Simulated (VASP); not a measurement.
Set up this calculation in VASP 6.6.1, as the native input.

```yaml
Task: band structure
Functional: HSE06
Potentials_or_basis: VASP PAW PBE potentials, release 64 (Se, Zr_sv)
Cutoff: 520 eV
k_mesh: 6 × 6 × 1
Occupations: gaussian, width 0.03 eV
Spin: no spin polarisation
Grid_for_exact_exchange_PRECFOCK: Fast
Dipole_correction: yes
Screening_parameter: 0.2 1/A
Further_INCAR_settings: ALGO = Normal; EDIFF = 1e-06; NBANDS = 33
```

The system is ZrSe2, a slab with vacuum.

```
Se Zr
1.0
     3.74822    0.00000    0.00000
    -1.87411    3.24606    0.00000
     0.00000    0.00000   27.28800
Se Zr
4 2
Direct
  0.66667 0.33333 0.33046
  0.33333 0.66667 0.44749
  0.66667 0.33333 0.55251
  0.33333 0.66667 0.66954
  0.00000 0.00000 0.38904
  0.00000 0.00000 0.61096
```

The input as run:

POSCAR

```
ZrSe2                                   
1.0
    3.7482233144      0.0000000000      0.0000000000
   -1.8741116572      3.2460566059      0.0000000000
    0.0000000000      0.0000000000     27.2880000000
  Se              Zr            
     4     2
Direct
     0.6666666699999979    0.3333333300000021    0.3304647088641161
     0.3333333300000021    0.6666666699999979    0.4474856018508822
     0.6666666699999979    0.3333333300000021    0.5525143981491178
     0.3333333300000021    0.6666666699999979    0.6695352911358839
     1.0000000000000000    0.0000000000000000    0.3890422945516318
     1.0000000000000000    0.0000000000000000    0.6109577054483681
```

INCAR.step1

```
SYSTEM = ZrSe2
PREC = Accurate
ENCUT = 520
EDIFF = 1E-5
ISMEAR = 0
SIGMA = 0.03
LREAL = .FALSE.
LASPH = .TRUE.
NELM = 80
ALGO = Normal
ISIF = 2
LWAVE = .TRUE.
LCHARG = .FALSE.
LMAXMIX = 4
LDIPOL = .TRUE.
IDIPOL = 3
DIPOL = 0.5 0.5 0.500
NBANDS = 33
LVHAR = .TRUE.
LVACPOTAV = .TRUE.
KPAR = 4
GGA = PE
```

INCAR.step2

```
SYSTEM = ZrSe2
PREC = Accurate
ENCUT = 520
EDIFF = 1E-6
ISMEAR = 0
SIGMA = 0.03
LREAL = .FALSE.
LASPH = .TRUE.
NELM = 80
ALGO = Normal
ISIF = 2
LWAVE = .FALSE.
LCHARG = .FALSE.
LMAXMIX = 4
LDIPOL = .TRUE.
IDIPOL = 3
DIPOL = 0.5 0.5 0.500
GGA = PE
LHFCALC = .TRUE.
HFSCREEN = 0.2
PRECFOCK = Fast
NBANDS = 33
LVHAR = .TRUE.
LVACPOTAV = .TRUE.
KPAR = 4
ISTART = 1
```

KPOINTS

```
regular mesh
0
G
  6 6 1
  0 0 0
```

KPOINTS_OPT

```
explicit points
3
Reciprocal
 0.0000000000  0.0000000000  0.0000000000 1
 0.5000000000  0.0000000000  0.0000000000 1
 0.3333333300  0.3333333300  0.0000000000 1
```

Potentials or basis: VASP PAW PBE potentials, release 64 (Se, Zr_sv).

Run with:

```console
$ cat potpaw_PBE.64/Se/POTCAR potpaw_PBE.64/Zr_sv/POTCAR > POTCAR
$ cp INCAR.step1 INCAR
$ mpirun -np 4 vasp_std > vasp.out
$ cp INCAR.step2 INCAR
$ mpirun -np 4 vasp_std > vasp.out
```

Results of the run:

The largest force is 0.336 eV/Å. The band gap on the k mesh is 0.93 eV, indirect (least direct gap 1.82 eV). The band gap along the path is 0.93 eV, indirect (least direct gap 1.82 eV). The ionisation potential of the upper face is 6.01 eV.

Caveat: the PAW data sets were made with another functional, which shifts forces and pressure a little.

It took 17 min on 4 MPI ranks on Intel(R) Xeon(R) 6975P-C (Granite Rapids) (shared host), peak memory 0.64 GiB a rank.
